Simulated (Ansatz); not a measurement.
All numbers below come from Ansatz 0.2.0, DFT PBE, scalar-relativistic, plane waves, PAW. All cells share a 420 eV cutoff and Γ-centred k meshes spaced at most about 0.3 Å⁻¹ (about 0.25 or finer for metals, 2π included). No spin polarisation.

Temperature and zero-point effects are left out.

Two forms of BeH4 were relaxed alike.

1.

```
Be H
1.0
    -1.82889    1.82889    1.82889
     1.82889   -1.82889    1.82889
     1.82889    1.82889   -1.82889
Be H
1 4
Cartesian
  0.0000 0.0000 0.0000
  0.9144 0.9144 0.9144
  0.9144 0.9144 -0.9144
  0.9144 -0.9144 0.9144
  -0.9144 0.9144 0.9144
```

2.

```
Be H
1.0
     2.50646    0.00000    0.00000
     0.00000    2.50646    0.00000
     0.00000    0.00000    4.88449
Be H
1 4
Cartesian
  1.2532 1.2532 2.4422
  0.0000 1.2532 3.3947
  1.2532 0.0000 3.3947
  0.0000 1.2532 1.4898
  1.2532 0.0000 1.4898
```

Question: Which form is favoured at zero pressure, and by what margin per atom?

Answer: Cell 2 is lower, by 36 meV/atom. Cell 1 has space group Im-3m (No. 229), 4.9 Å³/atom and no gap on its mesh; cell 2 has space group P4/mmm (No. 123), 6.1 Å³/atom and no gap. Counting H atoms around Be (those within 1.25 times the shortest such distance or 1.15 times the sum of covalent radii), cell 1 and cell 2 both have Be 8. Even the lower one lies +0.54 eV/atom against the reference forms of the elements (uncorrected), so neither is stable at this level. Both come from invented guesses.

No dispersion correction is applied, so the spacing and binding between layers, chains or molecules are poorly described (P4/mmm), and this can change margins and order among such cells. With hydrogen, zero-point motion can shift such differences by 10 meV/atom or more. Cells relaxed within their symmetry can be saddle points.
